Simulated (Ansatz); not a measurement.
# SnO: the cost of one run

Program: Ansatz 0.2.0. Level of theory: DFT PBE+D3(BJ), scalar-relativistic, plane waves, PAW. These are calculated values, not measurements.

7 further runs of the same task are left out: 7 set aside as unsound or not needed.

## 1. The starting structure

Symmetry: P4/nmm, No. 129, tetragonal system. The conventional cell has a = 3.836 Å, b = 3.836 Å, c = 4.761 Å, α = 90.00°, β = 90.00°, γ = 90.00°. Around Sn (site symmetry 4mm) lie 4 O at 2.24 Å. O (site symmetry -4m2) is surrounded by 4 Sn at 2.24 Å.

Coordinates:

```xyz
8
Lattice="2.7126 -2.7126 0.0000 2.7126 2.7126 0.0000 0.0000 0.0000 9.5224" Properties=species:S:1:pos:R:3 pbc="T T T"
Sn    2.7126   -1.3563    8.3000
Sn    2.7126    1.3563    1.2224
Sn    2.7126   -1.3563    3.5388
Sn    2.7126    1.3563    5.9836
O     1.3563    0.0000    2.3806
O     4.0689    0.0000    7.1418
O     1.3563    0.0000    7.1418
O     4.0689    0.0000    2.3806
```

It goes back to an entry of the Materials Project, which need not be the stable form.

It is the result of an earlier relaxation at this level (volume 17.52 Å³/atom; gap on the mesh: none (metal)).

## 3. Setting up the map

Atoms count from 1 in the order of the input.

The upper layer of a bilayer is slid over the lower one; relaxed at each slide: nothing; the origin of the map has Sn5 above Sn4; the distance between the facing planes is held at 3.80 Å.

The axes are (1) slide of the upper layer along the first cell vector, from Sn5 above Sn4: 8 values from 0.000 to 0.875, periodic; (2) slide of the upper layer along the second cell vector, from Sn5 above Sn4: 8 values from 0.000 to 0.875, periodic.

Nothing else is relaxed. Points are written as (first, second).

The two vectors of the plane (Å): (3.820, 0.000, 0.000); (0.000, 3.820, 0.000).

(The set-up runs are not shown.)

## 4. Grid point (0/8, 0/8) of the map's two axes

Contents of input.yaml:

```yaml
crystal:
  lattice:
    - [3.8201634548, 0.0, 0.0]
    - [0.0, 3.8201634548, 0.0]
    - [0.0, 0.0, 22.22608119]
  atoms:
    - { symbol: Sn, position: [0.75, 0.25, 0.2024648413] }
    - { symbol: O, position: [0.25, 0.25, 0.2556240234] }
    - { symbol: O, position: [0.75, 0.75, 0.2556240234] }
    - { symbol: Sn, position: [0.25, 0.75, 0.3087832055] }
    - { symbol: Sn, position: [0.25, 0.75, 0.4797535159] }
    - { symbol: O, position: [-0.25, 0.75, 0.532912698] }
    - { symbol: O, position: [0.25, 1.25, 0.532912698] }
    - { symbol: Sn, position: [-0.25, 1.25, 0.5860718801] }
basis:
  ecutwfc: 420
kpoints:
  mp_grid: { grid: [7, 7, 1] }
hamiltonian:
  xc: pbe
  pseudopotentials: { kind: paw, azcp: { folder: soft_1 } }
  dispersion: d3bj
scf:
  occupations: { method: gaussian, width: 0.05 }
output:
  forces: true
  eigenvalues: true
efield:
  axis: 3
  dipole_correction: true
  ramp_width: 0.04
```

The run is started by

```bash
$ ansatz run input.yaml --threads 2 --pin off --max-ram 6144MiB --backend cpu --events-out ev --progress --plain --runs-dir out
```

Q: Estimate wall time and peak memory on 2 threads of Intel Xeon 6975P-C (Granite Rapids), shared host.

About 8.8 s, with a peak of 0.6 GiB.
